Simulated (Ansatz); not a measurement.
# GaAs: convergence with LAPW's plane-wave cutoff

How much do the results for GaAs depend on LAPW's plane-wave cutoff?

Method: DFT, PBE, all-electron LAPW, scalar-relativistic, in Ansatz 0.2.0.

## 1. Starting point

The structure is cubic, space group F-43m (No. 216). Conventional cell: a = 5.654 Å, b = 5.654 Å, c = 5.654 Å, α = 90.00°, β = 90.00°, γ = 90.00°. Ga (site symmetry -43m) has 4 As at 2.45 Å as nearest neighbours. As (site symmetry -43m) has 4 Ga at 2.45 Å as nearest neighbours.

Structure file:

```
Ga As
1.0
     0.00000    2.82685    2.82685
     2.82685    0.00000    2.82685
     2.82685    2.82685    0.00000
Ga As
1 1
Direct
  0.00000 0.00000 0.00000
  0.75000 0.75000 0.75000
```

The cell comes from a crystallographic database entry that wasn't checked; take it as a given geometry, which may be far from equilibrium.

Atoms are numbered in the order of the input: Ga1, As2.

## 2. With plane-wave cutoff typed as 120 eV

input.yaml reads:

```yaml
crystal:
  lattice:
    - [0.0, 2.82685, 2.82685]
    - [2.82685, 0.0, 2.82685]
    - [2.82685, 2.82685, 0.0]
  atoms:
    - { symbol: Ga, position: [0.0, 0.0, 0.0] }
    - { symbol: As, position: [0.75, 0.75, 0.75] }
kpoints:
  mp_grid: { grid: [10, 10, 10] }
scf:
  occupations: { method: fermi_dirac, width: 0.08 }
hamiltonian:
  xc: pbe
  pseudopotentials: { kind: all_electron, lapw: { basis_error: 0.001 } }
output:
  forces: true
  stress: true
  eigenvalues: true
basis:
  ecutwfc: 120
```

Output, cut to the lines that bear on the results:

```text
[...]
Pseudopotentials: kind: all_electron
Pseudopotential: Ga, LAPW, valence charge 21, Koelling and Harmon's equation, gaussian nucleus
Pseudopotential: As, LAPW, valence charge 23, Koelling and Harmon's equation, gaussian nucleus
Functional definition: PBE
[...]
Crystal: 2 atoms, lattice volume = 45.179 Å³
Basis set: ecut = 120.00000000000003 eV, 137 PW (Γ), exchange–correlation at level 2
Bands: 27, of which v1, the nominal top of the filled ones, is band 22 counted from 1 (21 counted from 0)
Symmetry: 24 space group operations
Space group: F-43m (ITA 216), of the structure as read, at distance tolerance 3.6e-5 Å
k-points: 47 of 1000 (time reversal used)
[...]
SCF iter   1: F=—  HF=-114424.257079 eV  |F-HF|=—  |Δ(HF+E_count)|=         —  Δρ=3.04e-2  dr2=5.72e-1  ethr=1.30e-3  ⟨swp⟩=2.0  Hψ=7760  notcnv=0
[...]
the basis was enlarged: its passes take 127.5 KiB over the memory plan, 1 of 1 planned eigensolver slots
[...]
SCF iter   7: F=-114424.107213 eV  HF=-114424.107213 eV  |F-HF|=2.28e-7  |Δ(HF+E_count)|=   5.78e-6  Δρ=1.57e-5  dr2=8.75e-8  ethr=5.62e-9  ⟨swp⟩=3.0  Hψ=3719  notcnv=0
[...]
the basis misses lapw.basis_error, or isn't shown to meet it; the report's basis errors tell why
SCF converged after 7 iterations
Free energy (F): -114424.107213 eV
[...]
E sigma→0 (E₀):  -114424.107138 eV
Entropy (-TS):   -0.000151 eV (-0.076 meV/atom)
Fermi energy:    9.693596 eV
[...]
--- Forces (eV/Å), atoms counted from 1 ---
  atom   1  Ga     0.00000000    -0.00000000    -0.00000000
  atom   2  As    -0.00000000     0.00000000    -0.00000000
[...]
--- Stress (GPa, compression-positive) ---
        5.516938       0.000000       0.000000
        0.000000       5.516938       0.000000
        0.000000       0.000000       5.516938
  P = ⅓ Tr σ = 5.5169 GPa (55.169 kbar)
--- Band table (eV; the first three rows and the last of 47) ---
[...]
```

It took 11 s on 1 thread, shared host.

Read from it: pressure 5.52 GPa; gap on the k mesh 0.52 eV.

## 3. With plane-wave cutoff typed as 150 eV

input.yaml: that of step 2 with these lines changed.

```diff
@@ -20,2 +20,2 @@
 basis:
-  ecutwfc: 120
+  ecutwfc: 150
```

Output, cut to the lines that bear on the results:

```text
[...]
[... 4 set-up lines as earlier in the session ...]
[...]
Crystal: 2 atoms, lattice volume = 45.179 Å³
Basis set: ecut = 150 eV, 169 PW (Γ), exchange–correlation at level 2
Bands: 27, of which v1, the nominal top of the filled ones, is band 22 counted from 1 (21 counted from 0)
[... 2 set-up lines as earlier in the session ...]
k-points: 47 of 1000 (time reversal used)
[...]
SCF iter   1: F=—  HF=-114424.490171 eV  |F-HF|=—  |Δ(HF+E_count)|=         —  Δρ=3.04e-2  dr2=5.74e-1  ethr=1.30e-3  ⟨swp⟩=2.0  Hψ=7777  notcnv=0
[...]
the basis was enlarged: its passes take 128.2 KiB over the memory plan, 1 of 1 planned eigensolver slots
[...]
SCF iter   7: F=-114424.335119 eV  HF=-114424.335119 eV  |F-HF|=1.99e-7  |Δ(HF+E_count)|=   5.45e-6  Δρ=1.45e-5  dr2=7.87e-8  ethr=5.39e-9  ⟨swp⟩=3.0  Hψ=3719  notcnv=0
[...]
the basis misses lapw.basis_error, or isn't shown to meet it; the report's basis errors tell why
SCF converged after 7 iterations
Free energy (F): -114424.335119 eV
[...]
E sigma→0 (E₀):  -114424.335043 eV
Entropy (-TS):   -0.000152 eV (-0.076 meV/atom)
Fermi energy:    9.692017 eV
[...]
--- Forces (eV/Å), atoms counted from 1 ---
  atom   1  Ga     0.00000000    -0.00000000     0.00000000
  atom   2  As    -0.00000000     0.00000000    -0.00000000
[...]
--- Stress (GPa, compression-positive) ---
        4.037645      -0.000000      -0.000000
       -0.000000       4.037645       0.000000
       -0.000000       0.000000       4.037645
  P = ⅓ Tr σ = 4.0376 GPa (40.376 kbar)
--- Band table (eV; the first three rows and the last of 47) ---
[...]
```

Run time: 13 s. Hardware: 1 thread, shared host.

Read from it: pressure 4.04 GPa; gap on the k mesh 0.52 eV.

## 4. With plane-wave cutoff typed as 320 eV

input.yaml: that of step 3 with these lines changed.

```diff
@@ -20,2 +20,2 @@
 basis:
-  ecutwfc: 150
+  ecutwfc: 320
```

Output, cut to the lines that bear on the results:

```text
[...]
[... 4 set-up lines as earlier in the session ...]
[...]
Crystal: 2 atoms, lattice volume = 45.179 Å³
Basis set: ecut = 319.99999999999994 eV, 609 PW (Γ), exchange–correlation at level 2
Bands: 27, of which v1, the nominal top of the filled ones, is band 22 counted from 1 (21 counted from 0)
[... 2 set-up lines as earlier in the session ...]
k-points: 47 of 1000 (time reversal used)
[...]
SCF iter   1: F=—  HF=-114424.611757 eV  |F-HF|=—  |Δ(HF+E_count)|=         —  Δρ=3.05e-2  dr2=5.76e-1  ethr=1.31e-3  ⟨swp⟩=2.0  Hψ=7817  notcnv=0
[...]
the basis was enlarged: its passes take 132.5 KiB over the memory plan, 1 of 1 planned eigensolver slots
[...]
SCF iter   7: F=-114424.454627 eV  HF=-114424.454627 eV  |F-HF|=1.75e-7  |Δ(HF+E_count)|=   5.31e-6  Δρ=1.38e-5  dr2=7.31e-8  ethr=5.29e-9  ⟨swp⟩=3.0  Hψ=3719  notcnv=0
[...]
SCF converged after 7 iterations
Free energy (F): -114424.454627 eV
[...]
E sigma→0 (E₀):  -114424.454551 eV
Entropy (-TS):   -0.000152 eV (-0.076 meV/atom)
Fermi energy:    9.691714 eV
[...]
--- Forces (eV/Å), atoms counted from 1 ---
  atom   1  Ga     0.00000000    -0.00000000     0.00000000
  atom   2  As    -0.00000000     0.00000000     0.00000000
[...]
--- Stress (GPa, compression-positive) ---
        3.293135       0.000000      -0.000000
        0.000000       3.293135       0.000000
       -0.000000       0.000000       3.293135
  P = ⅓ Tr σ = 3.2931 GPa (32.931 kbar)
--- Band table (eV; the first three rows and the last of 47) ---
[...]
```

It took 26 s on 1 thread, shared host.

Result: pressure 3.29 GPa; gap on the k mesh 0.52 eV.

## 5. With plane-wave cutoff typed as 400 eV

input.yaml: that of step 4 with these lines changed.

```diff
@@ -20,2 +20,2 @@
 basis:
-  ecutwfc: 320
+  ecutwfc: 400
```

Output, cut to the lines that bear on the results:

```text
[...]
[... 4 set-up lines as earlier in the session ...]
[...]
Crystal: 2 atoms, lattice volume = 45.179 Å³
Basis set: ecut = 399.9999999999999 eV, 869 PW (Γ), exchange–correlation at level 2
Bands: 27, of which v1, the nominal top of the filled ones, is band 22 counted from 1 (21 counted from 0)
[... 2 set-up lines as earlier in the session ...]
k-points: 47 of 1000 (time reversal used)
[...]
SCF iter   1: F=—  HF=-114424.612259 eV  |F-HF|=—  |Δ(HF+E_count)|=         —  Δρ=3.06e-2  dr2=5.76e-1  ethr=1.31e-3  ⟨swp⟩=2.0  Hψ=7846  notcnv=0
[...]
the basis was enlarged: its passes take 141.8 KiB over the memory plan, 1 of 1 planned eigensolver slots
[...]
SCF iter   7: F=-114424.455125 eV  HF=-114424.455125 eV  |F-HF|=1.76e-7  |Δ(HF+E_count)|=   5.32e-6  Δρ=1.38e-5  dr2=7.32e-8  ethr=5.29e-9  ⟨swp⟩=3.0  Hψ=3719  notcnv=0
[...]
SCF converged after 7 iterations
Free energy (F): -114424.455125 eV
[...]
E sigma→0 (E₀):  -114424.455049 eV
Entropy (-TS):   -0.000152 eV (-0.076 meV/atom)
Fermi energy:    9.691715 eV
[...]
--- Forces (eV/Å), atoms counted from 1 ---
  atom   1  Ga     0.00000000    -0.00000000     0.00000000
  atom   2  As    -0.00000000     0.00000000     0.00000000
[...]
--- Stress (GPa, compression-positive) ---
        3.290462       0.000000      -0.000000
        0.000000       3.290462       0.000000
       -0.000000       0.000000       3.290462
  P = ⅓ Tr σ = 3.2905 GPa (32.905 kbar)
--- Band table (eV; the first three rows and the last of 47) ---
[...]
```

Wall time 36 s (1 thread, shared host).

Read from it: pressure 3.29 GPa; gap on the k mesh 0.52 eV.

## 6. The sweep in one table

| cutoff (eV) | energy from the last row (meV/atom) | pressure (GPa) | gap on the k mesh (eV) | SCF cycles, all passes | time |
| --- | --- | --- | --- | --- | --- |
| 120 | 173.96 | 5.52 | 0.52 | 7 | 11 s |
| 150 | 60.00 | 4.04 | 0.52 | 7 | 13 s |
| 320 | 0.25 | 3.29 | 0.52 | 7 | 26 s |
| 400 | 0.00 | 3.29 | 0.52 | 7 | 36 s |

Energies are those extrapolated to zero smearing.

## 7. Outcome

| quantity | value |
| --- | --- |
| energy error of the loosest run (LAPW) | 174.0 meV/atom |
| within 1 meV/atom from | cutoff 320 eV |
| pressure, lowest to highest (LAPW) | 3.29 to 5.52 GPa |
| gap, in all runs (LAPW) | 0.52 eV |

In words: The loosest usable run is off by 174.0 meV/atom from the tightest; from cutoff 320 eV on, all lie within 1 meV/atom of it. The energy falls at every step, as a growing basis should make it. The pressure spans 2.23 GPa (LAPW). The tightest run took 36 s against 11 s for the loosest.
